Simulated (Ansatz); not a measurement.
# MoWO4: the cost of one run

Program: Ansatz 0.2.0. Level of theory: DFT PBEsol, scalar-relativistic, plane waves, PAW. These are calculated values, not measurements.

### Step 1. Starting point

The cell holds 18 atoms (Mo3O12W3): a = 5.699 Å, b = 5.699 Å, c = 7.437 Å, α = 71.87°, β = 71.87°, γ = 72.72°.

The sites of an ideal rutile lattice, at a guessed lattice constant, take 3 Mo, 3 W; 12 O (sublattices apart by semicolons), with a shake of 0.02 Å. Warren-Cowley parameters of the first shell (negative: unlike neighbours preferred): Mo-W -0.33. In a cell this small the draw can fall short of the order aimed at.

Its coordinates follow in the input file.

### Step 2. Relaxation without symmetry, coarse mesh

Cell and atoms move without symmetry, on a coarse mesh with loose thresholds.

input.yaml

```yaml
crystal:
  lattice:
    - [0.0, -4.77811268, 3.10577324]
    - [-4.77811268, 0.0, 3.10577324]
    - [-4.77811268, -4.77811268, -3.10577324]
  atoms:
    - { symbol: O, position: [0.2282540349, 0.2381186237, 0.4679203105] }
    - { symbol: O, position: [0.5602260549, 0.5638754187, 0.129106178] }
    - { symbol: O, position: [0.8981848977, 0.9034050146, 0.7928238353] }
    - { symbol: O, position: [0.0990617769, 0.094228851, 0.2075530105] }
    - { symbol: O, position: [0.4348318712, 0.4372969136, 0.8649533545] }
    - { symbol: O, position: [0.7697079161, 0.7638259082, 0.5387754707] }
    - { symbol: O, position: [0.6423629495, 0.0298104203, 0.1662840426] }
    - { symbol: O, position: [0.9708633384, 0.3651054488, 0.8344467042] }
    - { symbol: O, position: [0.3017627572, 0.69907487, 0.4988568175] }
    - { symbol: O, position: [0.0291050595, 0.6361373572, 0.1618661555] }
    - { symbol: O, position: [0.3648466667, 0.9791004189, 0.8289756189] }
    - { symbol: O, position: [0.6942038704, 0.3093327315, 0.4975485358] }
    - { symbol: Mo, position: [0.9955775188, 0.0070762685, 0.0020528289] }
    - { symbol: Mo, position: [0.3367989291, 0.3310976499, 0.1609165525] }
    - { symbol: Mo, position: [0.6638978477, 0.6592283654, 0.8342507661] }
    - { symbol: W, position: [0.3263340622, 0.3272155655, 0.6718901913] }
    - { symbol: W, position: [0.6700416437, 0.6604865613, 0.3340072929] }
    - { symbol: W, position: [0.0059422839, 0.0026014664, 0.5007280967] }
  symmetry: { detect: false }
basis:
  ecutwfc: 420
kpoints:
  mp_grid: { grid: [3, 3, 2], shift: [0.0, 0.0, 0.5] }
hamiltonian:
  xc: pbesol
scf:
  occupations: { method: gaussian, width: 0.1 }
  lower_state_search: "off"
output:
  forces: true
  stress: true
  eigenvalues: true
relax:
  adjacent_minimum: "off"
  f_tol: 0.04
  max_steps: 50
  cell: { stress_tol: 0.3 }
```

Started as:

```
$ ansatz run input.yaml --threads 4 --pin off --max-ram 9216MiB --backend cpu --events-out ev --progress --plain --runs-dir out
```

Q: Estimate wall time and peak memory on 4 threads of Intel Xeon 6975P-C (Granite Rapids), shared host.

About 32 s, with a peak of 0.78 GiB.
